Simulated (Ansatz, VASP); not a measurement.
# HfO2: VASP beside Ansatz

```
Hf O
1.0
     0.00000    2.52293    2.52293
     2.52293    0.00000    2.52293
     2.52293    2.52293    0.00000
Hf O
1 2
Direct
  0.00000 0.00000 0.00000
  0.75000 0.75000 0.75000
  0.25000 0.25000 0.25000
```

Change from the starting cell: volume scaled by 0.96.

Alike in both runs: task single point; functional PBEsol; k mesh 9 × 9 × 9; occupations fermi-dirac, width 0.05 eV; no spin polarisation.

|  | VASP | Ansatz |
| --- | --- | --- |
| version | VASP 6.6.1 | Ansatz 0.2.0 |
| potentials or method | VASP PAW PBE potentials, release 64 (Hf_pv, O), cutoff 520 eV | all-electron LAPW, scalar-relativistic |

|  | VASP | Ansatz | Ansatz less VASP |
| --- | --- | --- | --- |
| gap on the k mesh at the Fermi level (eV) | 3.82 | 3.80 | -0.028 |
| least direct gap on the mesh (eV) | 3.95 | 3.92 | -0.028 |
| pressure (GPa) | -4.0 | -0.3 | +3.73 |

Ansatz ran all-electron here, so the differences hold the error of VASP's frozen core and of both bases.

Caveats: spin-orbit coupling is left out, which moves the levels of the heavy elements; an odd mesh through Γ misses points on the zone boundary, where band edges often lie; the PAW data sets were made with another functional, which shifts forces and pressure a little (VASP).
